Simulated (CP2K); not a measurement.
# HgTe (Fm-3m) in CP2K: equation of state

Aim: energy against volume of HgTe in PBE, for its equilibrium volume and stiffness.

Program: CP2K 2026.2. These are calculated values, not measurements. Logs are shortened: lines on timing, memory, paths and dates and some standing lists are left out, and cuts for length are marked.

**1. Starting point**

The structure is cubic, space group Fm-3m (No. 225). Conventional cell: a = 6.360 Å, b = 6.360 Å, c = 6.360 Å, α = 90.00°, β = 90.00°, γ = 90.00°. Hg (site symmetry m-3m) has 6 Te at 3.18 Å as nearest neighbours. Te (site symmetry m-3m) has 6 Hg at 3.18 Å as nearest neighbours.

Measurements of this composition are mostly on another form, of space group No. 216.

**2. Single point, PBE, 32.16 Å³/atom**

File hgte_eos.inp:

```
&GLOBAL
  PROJECT hgte_eos
  RUN_TYPE ENERGY_FORCE
  PRINT_LEVEL LOW
&END GLOBAL
&FORCE_EVAL
  METHOD QS
  STRESS_TENSOR ANALYTICAL
  &DFT
    BASIS_SET_FILE_NAME BASIS_MOLOPT_UZH
    POTENTIAL_FILE_NAME POTENTIAL_UZH
    &MGRID
      CUTOFF 450
      REL_CUTOFF 60
      NGRIDS 4
    &END MGRID
    &QS
      METHOD GPW
      EPS_DEFAULT 1.0E-10
    &END QS
    &KPOINTS
      SCHEME MONKHORST-PACK 7 7 7
      GAMMA_CENTERED T
      SYMMETRY T
      SYMMETRY_BACKEND SPGLIB
    &END KPOINTS
    &SCF
      SCF_GUESS ATOMIC
      EPS_SCF 1.0E-6
      MAX_SCF 100
      ADDED_MOS 10
      CHOLESKY OFF
      EPS_EIGVAL 1.0E-7
      &DIAGONALIZATION ON
        ALGORITHM STANDARD
      &END DIAGONALIZATION
      &MIXING ON
        METHOD BROYDEN_MIXING
        ALPHA 0.4
        BETA 1.5
        NBUFFER 8
      &END MIXING
      &SMEAR ON
        METHOD FERMI_DIRAC
        ELECTRONIC_TEMPERATURE [K] 580.226
      &END SMEAR
    &END SCF
    &XC
      &XC_FUNCTIONAL
        &GGA_X_PBE
        &END GGA_X_PBE
        &GGA_C_PBE
        &END GGA_C_PBE
      &END XC_FUNCTIONAL
    &END XC
    &PRINT
      &KPOINTS ON
      &END KPOINTS
      &MULLIKEN ON
      &END MULLIKEN
      &MO ON
        ENERGIES T
        OCCUPATION_NUMBERS T
        &EACH
          QS_SCF 0
        &END EACH
        ADD_LAST NUMERIC
      &END MO
    &END PRINT
  &END DFT
  &SUBSYS
    &CELL
      A 4.4971991283 0.0000000000 0.0000000000
      B 2.2485995642 3.8946886910 0.0000000000
      C 2.2485995642 1.2982295637 3.6719477120
      PERIODIC XYZ
    &END CELL
    &COORD
      Hg  0.0000000000 0.0000000000 0.0000000000
      Te  4.4971991284 2.5964591274 1.8359738560
    &END COORD
    &KIND Hg
      BASIS_SET TZVP-MOLOPT-PBE-GTH-q12
      POTENTIAL GTH-PBE-q12
    &END KIND
    &KIND Te
      BASIS_SET TZVP-MOLOPT-PBE-GTH-q6
      POTENTIAL GTH-PBE-q6
    &END KIND
    &PRINT
      &ATOMIC_COORDINATES ON
      &END ATOMIC_COORDINATES
      &CELL ON
      &END CELL
    &END PRINT
  &END SUBSYS
  &PRINT
    &FORCES ON
    &END FORCES
    &STRESS_TENSOR ON
    &END STRESS_TENSOR
  &END PRINT
&END FORCE_EVAL
```

Potentials or basis: POTENTIAL_UZH Hg GTH-PBE-q12, Te GTH-PBE-q6; TZVP-MOLOPT-PBE-GTH basis.

Started as:

```bash
> OMP_NUM_THREADS=1 cp2k.psmp -i hgte_eos.inp -o hgte_eos.out
```

hgte_eos.out:

```text

 CP2K| version string:                                       CP2K version 2026.2
 CP2K| Input file name                                              hgte_eos.inp

 GLOBAL| Force Environment number                                              1
 GLOBAL| Basis set file name                                    BASIS_MOLOPT_UZH
 GLOBAL| Potential file name                                       POTENTIAL_UZH
 GLOBAL| MM Potential file name                                     MM_POTENTIAL
 GLOBAL| Coordinate file name                                      __STD_INPUT__
 GLOBAL| Method name                                                        CP2K
 GLOBAL| Project name                                                   hgte_eos
 GLOBAL| Run type                                                   ENERGY_FORCE
 GLOBAL| FFT library                                                       FFTW3
[... 8 lines left out ...]
 GLOBAL| CPU model name                                                  UNKNOWN

 CELL| Volume [angstrom^3]:                                            64.314864
 CELL| Vector a [angstrom]:       4.497     0.000     0.000   |a| =     4.497199
 CELL| Vector b [angstrom]:       2.249     3.895     0.000   |b| =     4.497199
 CELL| Vector c [angstrom]:       2.249     1.298     3.672   |c| =     4.497199
 CELL| Angle (b,c), alpha [degree]:                                    60.000000
 CELL| Angle (a,c), beta  [degree]:                                    60.000000
 CELL| Angle (a,b), gamma [degree]:                                    60.000000
 CELL| Numerically orthorhombic:                                              NO
 CELL| Periodicity                                                           XYZ

 CELL_REF| Volume [angstrom^3]:                                        64.314864
 CELL_REF| Vector a [angstrom     4.497     0.000     0.000   |a| =     4.497199
 CELL_REF| Vector b [angstrom     2.249     3.895     0.000   |b| =     4.497199
 CELL_REF| Vector c [angstrom     2.249     1.298     3.672   |c| =     4.497199
 CELL_REF| Angle (b,c), alpha [degree]:                                60.000000
 CELL_REF| Angle (a,c), beta  [degree]:                                60.000000
 CELL_REF| Angle (a,b), gamma [degree]:                                60.000000
 CELL_REF| Numerically orthorhombic:                                          NO
 CELL_REF| Periodicity                                                       XYZ
[... 9 lines left out ...]
 TOTAL NUMBERS AND MAXIMUM NUMBERS

  Total number of            - Atomic kinds:                                   2
                             - Atoms:                                          2
                             - Shell sets:                                     2
                             - Shells:                                        17
                             - Primitive Cartesian functions:                 10
                             - Cartesian basis functions:                     58
                             - Spherical basis functions:                     51

  Maximum angular momentum of- Orbital basis functions:                        3
                             - Local part of the GTH pseudopotential:          0
                             - Non-local part of the GTH pseudopotential:      4

 MODULE QUICKSTEP: ATOMIC COORDINATES IN ANGSTROM

   Atom Kind Element         X             Y             Z       Z(eff)     Mass
[... 111 lines left out ...]
 MO|      1              -0.230370              -6.268678               2.000000
 MO|      2              -0.085460              -2.325492               2.000000
 MO|      3              -0.085460              -2.325492               2.000000
 MO|      4              -0.083399              -2.269406               2.000000
 MO|      5              -0.071052              -1.933423               2.000000
 MO|      6              -0.071052              -1.933422               2.000000
[... 236 lines left out ...]
 MO|     18               0.716007              19.483536               0.000000
 MO|     19               0.791595              21.540382               0.000000
 MO| Sum:                                                              18.020375
 MO| E(Fermi):            0.154194 a.u.          4.195837 eV
 MO| Band gap:            0.086546 a.u.          2.355042 eV

 MO| EIGENVALUES AND OCCUPATION NUMBERS FOR K POINT 11
 MO|
 MO|  Index      Eigenvalue [a.u.]        Eigenvalue [eV]             Occupation
 MO|      1              -0.228150              -6.208276               2.000000
 MO|      2              -0.082190              -2.236498               2.000000
 MO|      3              -0.076548              -2.082988               2.000000
 MO|      4              -0.074162              -2.018042               2.000000
 MO|      5              -0.069362              -1.887432               2.000000
 MO|      6              -0.061747              -1.680223               2.000000
[... 11 lines left out ...]
 MO|     18               0.722083              19.648882               0.000000
 MO|     19               0.805491              21.918521               0.000000
 MO| Sum:                                                              18.000000
 MO| E(Fermi):            0.154194 a.u.          4.195837 eV
 MO| Band gap:            0.117586 a.u.          3.199686 eV

 MO| EIGENVALUES AND OCCUPATION NUMBERS FOR K POINT 12
 MO|
 MO|  Index      Eigenvalue [a.u.]        Eigenvalue [eV]             Occupation
 MO|      1              -0.229272              -6.238817               2.000000
 MO|      2              -0.083284              -2.266285               2.000000
 MO|      3              -0.078666              -2.140611               2.000000
 MO|      4              -0.076669              -2.086269               2.000000
 MO|      5              -0.070465              -1.917459               2.000000
 MO|      6              -0.068760              -1.871066               2.000000
[... 61 lines left out ...]
 MO|     18               0.742416              20.202155               0.000000
 MO|     19               0.742416              20.202159               0.000000
 MO| Sum:                                                              17.882029
 MO| E(Fermi):            0.154194 a.u.          4.195837 eV

 [... the levels of further k-points ...]

 !-----------------------------------------------------------------------------!
                     Mulliken Population Analysis

 #  Atom  Element  Kind  Atomic population                           Net charge
       1     Hg       1         11.724830                              0.275170
       2     Te       2          6.275170                             -0.275170
 # Total charge                             18.000000                 -0.000000

 !-----------------------------------------------------------------------------!

 ENERGY| Total FORCE_EVAL ( QS ) energy [hartree]            -49.271390791465841

 FORCES| Atomic forces [hartree/bohr]
 FORCES|   Atom     x               y               z               |f|
 FORCES|      1 -3.47412822E-13 -6.53181735E-13 -4.03982495E-14   7.40927841E-13
 FORCES|      2  3.59655579E-13  9.75555477E-13  3.07863685E-13   1.08436187E-12
 FORCES| Sum     1.22427570E-14  3.22373743E-13  2.67465436E-13
 FORCES| Total atomic force                                       4.19061421E-13

 STRESS| Analytical stress tensor [bar]
 STRESS|                        x                   y                   z
 STRESS|      x       -3.35268853540E+04   1.82242519853E-03   6.78536104182E-03
 STRESS|      y        1.82242519853E-03  -3.35269161100E+04  -7.60572638254E-03
 STRESS|      z        6.78536104182E-03  -7.60572638254E-03  -3.35269051616E+04
 STRESS| 1/3 Trace                                            -3.35269022085E+04
 STRESS| Determinant                                          -3.76860207648E+13

 STRESS| Eigenvectors and eigenvalues of the analytical stress tensor [bar]
 STRESS|                        1                   2                   3
 STRESS| Eigenvalues  -3.35269206626E+04  -3.35269027191E+04  -3.35268832440E+04
 STRESS|      x          -0.137568239741     -0.268213704662      0.953486438313
 STRESS|      y           0.864052292688     -0.503119586299     -0.016861713532
 STRESS|      z           0.484240245039      0.821542506821      0.300963942310
```

Run time: 23 s. Hardware: 1 thread of Arm Neoverse V2, shared host; peak memory 0.32 GiB.

What came out:

```
Free energy            : -1340.7427 eV
Pressure               : -3.4 GPa
Band gap on the k mesh : none (metal or under the smearing width)
Mulliken charges       : Hg +0.28; Te -0.28 e
```

Caveat: Mulliken charges move with the basis; the basis of atomic orbitals isn't converged, which shifts pressures, moduli and gaps.

**3. Single point, PBE, 31.51 Å³/atom (volume scaled by 0.98)**

hgte_eos.inp: that of step 2 with these lines changed.

```diff
@@ -11,2 +11,3 @@
     POTENTIAL_FILE_NAME POTENTIAL_UZH
+    WFN_RESTART_FILE_NAME previous-RESTART.kp
     &MGRID
@@ -27,3 +28,3 @@
     &SCF
-      SCF_GUESS ATOMIC
+      SCF_GUESS RESTART
       EPS_SCF 1.0E-6
@@ -72,5 +73,5 @@
     &CELL
-      A 4.4971991283 0.0000000000 0.0000000000
-      B 2.2485995642 3.8946886910 0.0000000000
-      C 2.2485995642 1.2982295637 3.6719477120
+      A 4.4670156744 0.0000000000 0.0000000000
+      B 2.2335078372 3.8685490531 0.0000000000
+      C 2.2335078372 1.2895163511 3.6473030251
       PERIODIC XYZ
@@ -79,3 +80,3 @@
       Hg  0.0000000000 0.0000000000 0.0000000000
-      Te  4.4971991284 2.5964591274 1.8359738560
+      Te  4.4670156744 2.5790327021 1.8236515125
     &END COORD
```

Potentials or basis: POTENTIAL_UZH Hg GTH-PBE-q12, Te GTH-PBE-q6; TZVP-MOLOPT-PBE-GTH basis.

Started as:

```bash
> OMP_NUM_THREADS=1 cp2k.psmp -i hgte_eos.inp -o hgte_eos.out
```

Run time: 16 s. Hardware: 1 thread of Arm Neoverse V2, shared host; peak memory 0.31 GiB.

The run converged. Its results:

```
Free energy            : -1340.7674 eV
Pressure               : -2.8 GPa
Band gap on the k mesh : none (metal or under the smearing width)
Mulliken charges       : Hg +0.27; Te -0.27 e
```

Caveat: Mulliken charges move with the basis; the basis of atomic orbitals isn't converged, which shifts pressures, moduli and gaps.

**4. Single point, PBE, 32.80 Å³/atom (volume scaled by 1.02)**

hgte_eos.inp: that of step 3 with these lines changed.

```diff
@@ -73,5 +73,5 @@
     &CELL
-      A 4.4670156744 0.0000000000 0.0000000000
-      B 2.2335078372 3.8685490531 0.0000000000
-      C 2.2335078372 1.2895163511 3.6473030251
+      A 4.5269827720 0.0000000000 0.0000000000
+      B 2.2634913860 3.9204820830 0.0000000000
+      C 2.2634913860 1.3068273610 3.6962659552
       PERIODIC XYZ
@@ -80,3 +80,3 @@
       Hg  0.0000000000 0.0000000000 0.0000000000
-      Te  4.4670156744 2.5790327021 1.8236515125
+      Te  4.5269827720 2.6136547220 1.8481329776
     &END COORD
```

Started as:

```bash
> OMP_NUM_THREADS=1 cp2k.psmp -i hgte_eos.inp -o hgte_eos.out
```

Wall time 25 s (1 thread of Arm Neoverse V2, shared host); peak memory 0.31 GiB.

The run converged. Its results:

```yaml
Free_energy: -1340.7138 eV
Pressure: -3.8 GPa
Band_gap_on_the_k_mesh: none (metal or under the smearing width)
Mulliken_charges: Hg +0.28; Te -0.28 e
```

Caveat: Mulliken charges move with the basis; the basis of atomic orbitals isn't converged, which shifts pressures, moduli and gaps.

**5. Single point, PBE, 30.87 Å³/atom (volume scaled by 0.96)**

hgte_eos.inp: that of step 4 with these lines changed.

```diff
@@ -73,5 +73,5 @@
     &CELL
-      A 4.5269827720 0.0000000000 0.0000000000
-      B 2.2634913860 3.9204820830 0.0000000000
-      C 2.2634913860 1.3068273610 3.6962659552
+      A 4.4364187164 0.0000000000 0.0000000000
+      B 2.2182093582 3.8420513102 0.0000000000
+      C 2.2182093582 1.2806837701 3.6223207135
       PERIODIC XYZ
@@ -80,3 +80,3 @@
       Hg  0.0000000000 0.0000000000 0.0000000000
-      Te  4.5269827720 2.6136547220 1.8481329776
+      Te  4.4364187164 2.5613675402 1.8111603568
     &END COORD
```

Started as:

```bash
> OMP_NUM_THREADS=1 cp2k.psmp -i hgte_eos.inp -o hgte_eos.out
```

Run time: 27 s. Hardware: 1 thread of Arm Neoverse V2, shared host; peak memory 0.32 GiB.

Results (log left out):

```
Free energy            : -1340.7871 eV
Pressure               : -2.1 GPa
Band gap on the k mesh : none (metal or under the smearing width)
Mulliken charges       : Hg +0.25; Te -0.25 e
```

Caveat: Mulliken charges move with the basis; the basis of atomic orbitals isn't converged, which shifts pressures, moduli and gaps.

**6. Single point, PBE, 33.44 Å³/atom (volume scaled by 1.04)**

hgte_eos.inp: that of step 5 with these lines changed.

```diff
@@ -73,5 +73,5 @@
     &CELL
-      A 4.4364187164 0.0000000000 0.0000000000
-      B 2.2182093582 3.8420513102 0.0000000000
-      C 2.2182093582 1.2806837701 3.6223207135
+      A 4.5563795877 0.0000000000 0.0000000000
+      B 2.2781897939 3.9459404722 0.0000000000
+      C 2.2781897939 1.3153134908 3.7202683547
       PERIODIC XYZ
@@ -80,3 +80,3 @@
       Hg  0.0000000000 0.0000000000 0.0000000000
-      Te  4.4364187164 2.5613675402 1.8111603568
+      Te  4.5563795878 2.6306269815 1.8601341773
     &END COORD
```

Potentials or basis: POTENTIAL_UZH Hg GTH-PBE-q12, Te GTH-PBE-q6; TZVP-MOLOPT-PBE-GTH basis.

Started as:

```bash
> OMP_NUM_THREADS=1 cp2k.psmp -i hgte_eos.inp -o hgte_eos.out
```

Run time: 18 s. Hardware: 1 thread of Arm Neoverse V2, shared host; peak memory 0.31 GiB.

Results (log left out):

| Quantity | Value |
| --- | --- |
| Free energy | -1340.6812 eV |
| Pressure | -4.3 GPa |
| Band gap on the k mesh | none (metal or under the smearing width) |
| Mulliken charges | Hg +0.29; Te -0.29 e |

Caveat: Mulliken charges move with the basis; the basis of atomic orbitals isn't converged, which shifts pressures, moduli and gaps.

**7. Single point, PBE, 30.23 Å³/atom (volume scaled by 0.94)**

hgte_eos.inp: that of step 6 with these lines changed.

```diff
@@ -73,5 +73,5 @@
     &CELL
-      A 4.5563795877 0.0000000000 0.0000000000
-      B 2.2781897939 3.9459404722 0.0000000000
-      C 2.2781897939 1.3153134908 3.7202683547
+      A 4.4053937942 0.0000000000 0.0000000000
+      B 2.2026968972 3.8151829395 0.0000000000
+      C 2.2026968972 1.2717276465 3.5969889706
       PERIODIC XYZ
@@ -80,3 +80,3 @@
       Hg  0.0000000000 0.0000000000 0.0000000000
-      Te  4.5563795878 2.6306269815 1.8601341773
+      Te  4.4053937943 2.5434552930 1.7984944853
     &END COORD
```

Started as:

```bash
> OMP_NUM_THREADS=1 cp2k.psmp -i hgte_eos.inp -o hgte_eos.out
```

Run time: 30 s. Hardware: 1 thread of Arm Neoverse V2, shared host; peak memory 0.32 GiB.

Results (log left out):

| Item | Value |
| --- | --- |
| Free energy | -1340.8010 eV |
| Pressure | -1.3 GPa |
| Band gap on the k mesh | none (metal or under the smearing width) |
| Mulliken charges | Hg +0.24; Te -0.24 e |

Caveat: Mulliken charges move with the basis; the basis of atomic orbitals isn't converged, which shifts pressures, moduli and gaps.

**8. Single point, PBE, 34.09 Å³/atom (volume scaled by 1.06)**

hgte_eos.inp: that of step 7 with these lines changed.

```diff
@@ -73,5 +73,5 @@
     &CELL
-      A 4.4053937942 0.0000000000 0.0000000000
-      B 2.2026968972 3.8151829395 0.0000000000
-      C 2.2026968972 1.2717276465 3.5969889706
+      A 4.5854018962 0.0000000000 0.0000000000
+      B 2.2927009482 3.9710745287 0.0000000000
+      C 2.2927009482 1.3236915096 3.7439649704
       PERIODIC XYZ
@@ -80,3 +80,3 @@
       Hg  0.0000000000 0.0000000000 0.0000000000
-      Te  4.4053937943 2.5434552930 1.7984944853
+      Te  4.5854018963 2.6473830191 1.8719824852
     &END COORD
```

Started as:

```bash
> OMP_NUM_THREADS=1 cp2k.psmp -i hgte_eos.inp -o hgte_eos.out
```

It took 25 s on 1 thread of Arm Neoverse V2, shared host; peak memory 0.31 GiB.

Results (log left out):

```
Free energy            : -1340.6455 eV
Pressure               : -4.6 GPa
Band gap on the k mesh : none (metal or under the smearing width)
Mulliken charges       : Hg +0.30; Te -0.30 e
```

Caveat: Mulliken charges move with the basis; the basis of atomic orbitals isn't converged, which shifts pressures, moduli and gaps.

**9. Equation of state, PBE**

Potentials or basis: POTENTIAL_UZH Hg GTH-PBE-q12, Te GTH-PBE-q6; TZVP-MOLOPT-PBE-GTH basis.

This step only gathers the single runs of the series.

What came out:

| Item | Value |
| --- | --- |
| Equilibrium volume | 29.30 Å³/atom (rough: see the caveat) |
| Bulk modulus | 47 GPa (rough) |

Energy against volume, from the lowest point:
| volume (Å³/atom) | energy (meV/atom) |
| --- | --- |
| 30.228 | 0.00 |
| 30.871 | 6.97 |
| 31.514 | 16.82 |
| 32.157 | 29.15 |
| 32.801 | 43.62 |
| 33.444 | 59.91 |
| 34.087 | 77.76 |

Caveat: the minimum lies outside the volumes run; the basis of atomic orbitals isn't converged, which shifts pressures, moduli and gaps. The run has no spin-orbit coupling, so splittings on Hg, Te are missing.
